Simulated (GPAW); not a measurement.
# AlPt in GPAW: convergence with convergence criteria

Input of the first run (convergence criteria density=0.001 energy=0.01 eigenstates=0.0001); the others differ in this setting and in those tied to it:

File run.py:

```python
from ase.dft.bandgap import bandgap
from ase.io import read, write
from ase.units import GPa
from gpaw import GPAW, PW

atoms = read('POSCAR')

calc = GPAW(mode=PW(600),
            xc='LDA',
            kpts={'size': (9, 9, 9), 'gamma': True},
            occupations={'name': 'fermi-dirac', 'width': 0.05},
            nbands=20,
            convergence={'density': 0.001, 'energy': 0.01, 'eigenstates': 0.0001},
            maxiter=100,
            txt='gpaw.txt')
atoms.calc = calc
energy = atoms.get_potential_energy()
forces = atoms.get_forces()
stress = atoms.get_stress()
calc.write('gs.gpw')
write('result.traj', atoms)
print(f'Energy: {energy:.6f} eV')
print('Forces (eV/A):')
print(forces.round(4))
print('Stress (GPa):', (stress / GPa).round(3))
print('Fermi level:', round(calc.get_fermi_level(), 4), 'eV')
print(f'Gap: {bandgap(calc)[0]:.4f} eV, direct: {bandgap(calc, direct=True)[0]:.4f} eV')
```

Contents of POSCAR:

```
AlPt
1.0
    3.0915460000      0.0000000000      0.0000000000
    0.0000000000      3.0915460000      0.0000000000
    0.0000000000      0.0000000000      3.0915460000
Pt Al
1 1
Direct
    0.5000000000      0.5000000000      0.5000000000
    0.0000000000      0.0000000000      0.0000000000
```

Potentials or basis: the program's PAW data sets (release 1.2.1) made for this functional, pw.

The run is started by

```console
$ OMP_NUM_THREADS=1 python run.py
```

Measurements of this composition are mostly on another form, of space group No. 198.

Hardware: 1 thread of Arm Neoverse V1, with other jobs on the host.

| convergence criteria | energy less the tightest run, at zero smearing (meV/atom) | pressure (GPa) | SCF cycles | CPU time (s) | peak memory (GiB) |
| --- | --- | --- | --- | --- | --- |
| density=0.001 energy=0.01 eigenstates=0.0001 | 0.00 | -9.44 | 7 | 11 | 0.14 |
| default | 0.00 | -9.40 | 8 | 13 | 0.14 |
| density=1e-05 energy=1e-05 | 0.00 | -9.38 | 10 | 15 | 0.15 |
| density=1e-05 forces=0.0001 | 0.00 | -9.38 | 11 | 15 | 0.14 |
| density=1e-06 energy=1e-06 eigenstates=1e-10 | 0.00 | -9.38 | 10 | 15 | 0.14 |

Against the tightest run, the energy stays within 1 meV/atom from density=0.001 energy=0.01 eigenstates=0.0001 on; the pressure stays within 0.1 GPa from density=0.001 energy=0.01 eigenstates=0.0001 on. The tightest run that finished is the yardstick and may itself not be fully converged.

The run has no spin-orbit coupling, so splittings on Pt are missing.
